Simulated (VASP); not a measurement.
**Ga2O3: relaxation of cell and atoms with PBE**

The system is Ga2O3.

```
Ga O
1.0
     6.10700   -1.51855    0.00000
     6.10700    1.51855    0.00000
    -1.38599    0.00000    5.63001
Ga O
4 6
Cartesian
  3.2184 0.0000 3.8621
  7.6096 0.0000 1.7679
  10.8240 0.0000 1.1564
  0.0041 0.0000 4.4736
  5.1267 0.0000 4.1853
  5.7013 0.0000 1.4447
  9.4919 0.0000 2.4592
  1.3361 0.0000 3.1708
  8.9710 0.0000 5.0118
  1.8570 0.0000 0.6182
```

```
Program                : VASP 6.6.1
Task                   : relaxation of cell and atoms
Functional             : PBE
Potentials or basis    : VASP PAW PBE potentials, release 64 (Ga_d, O)
Cutoff                 : 600 eV
k mesh                 : 7 × 7 × 4
Occupations            : fermi-dirac, width 0.05 eV
Spin                   : no spin polarisation
Further INCAR settings : ALGO = Normal; EDIFF = 1e-06; IBRION = 2; EDIFFG = -0.01; NSW = 60; ISIF = 3
```

```yaml
Relaxed_volume: 10.99 Å³/atom
Relaxed_cell: a = 6.417 Å, b = 6.417 Å, c = 5.883 Å, α = 103.29°, β = 103.29°, γ = 27.83°
Space_group_after_relaxing_to_0.05_Å: C2/m (No. 12)
Energy_gained_by_relaxing: 16.0 meV/atom
Ionic_steps: 23
Pressure_after_relaxing: 0.0 GPa
Largest_force_after_relaxing: 0.008 eV/Å
Band_gap_on_the_k_mesh: 1.98 eV, indirect (least direct gap 2.00 eV)
```

Forces in eV/Å, atoms in the order of the input:
```
Ga   0.002  0.000  0.001
Ga  -0.002  0.000 -0.001
Ga   0.004  0.000  0.003
Ga  -0.004  0.000 -0.003
O    0.003  0.000  0.003
O   -0.003  0.000 -0.003
O   -0.005  0.000 -0.002
O    0.005  0.000  0.002
O    0.006  0.000  0.005
O   -0.006  0.000 -0.005
```

Step by step:
```
step  energy change (eV)  largest force (eV/Å)  pressure (GPa)  volume (Å³)
   1              0.0000                0.2443            9.93       104.42
   2             -0.0374                0.3991           -7.10       114.51
   3             -0.1563                0.1602            0.06       109.62
   4             -0.1563                0.1543            0.25       109.51
   5             -0.1585                0.0690            0.13       109.70
   6             -0.1586                0.0509            0.16       109.67
   7             -0.1592                0.0378           -0.14       109.85
   8             -0.1592                0.0374           -0.16       109.86
   9             -0.1595                0.0224            0.06       109.79
  10             -0.1595                0.0236            0.19       109.74
  11             -0.1597                0.0197            0.02       109.83
  12             -0.1597                0.0201            0.04       109.83
  13             -0.1598                0.0173           -0.05       109.87
  14             -0.1598                0.0158           -0.05       109.88
  15             -0.1598                0.0164           -0.11       109.90
  16             -0.1598                0.0170            0.04       109.88
  17             -0.1598                0.0174            0.00       109.87
  18             -0.1598                0.0176            0.05       109.86
  19             -0.1599                0.0131           -0.02       109.87
  20             -0.1599                0.0139           -0.05       109.88
  21             -0.1599                0.0139            0.05       109.87
  22             -0.1599                0.0141            0.04       109.86
  23             -0.1599                0.0077           -0.04       109.87
```

Final structure:
```
CELL_PARAMETERS angstrom
6.22829 -1.54334 0.01102
6.22829 1.54334 0.01102
-1.40336 0.00000 5.71279
ATOMIC_POSITIONS crystal
Ga 0.34154 0.34154 0.68600
Ga 0.65846 0.65846 0.31400
Ga 0.90992 0.90992 0.20512
Ga 0.09008 0.09008 0.79488
O 0.50408 0.50408 0.74359
O 0.49592 0.49592 0.25641
O 0.82645 0.82645 0.43601
O 0.17355 0.17355 0.56399
O 0.83612 0.83612 0.89086
O 0.16388 0.16388 0.10914
```

Levels at points of the mesh, in eV from the valence-band top:
| k point | band 42 | band 43 | band 44 | band 45 | band 46 | band 47 |
| --- | --- | --- | --- | --- | --- | --- |
| (0.00, 0.00, 0.00) | -0.46 | -0.28 | -0.02 | 1.98 | 5.34 | 6.26 |
| (0.00, 0.00, 0.50) | -0.59 | -0.53 | -0.29 | 4.34 | 4.53 | 6.26 |

It took 80 min on 1 thread of AMD EPYC 9R14 (Zen 4) (shared host), peak memory 0.52 GiB.

Caveat: an odd mesh through Γ misses points on the zone boundary, where band edges often lie. Zero-point motion and thermal expansion aren't in these numbers.
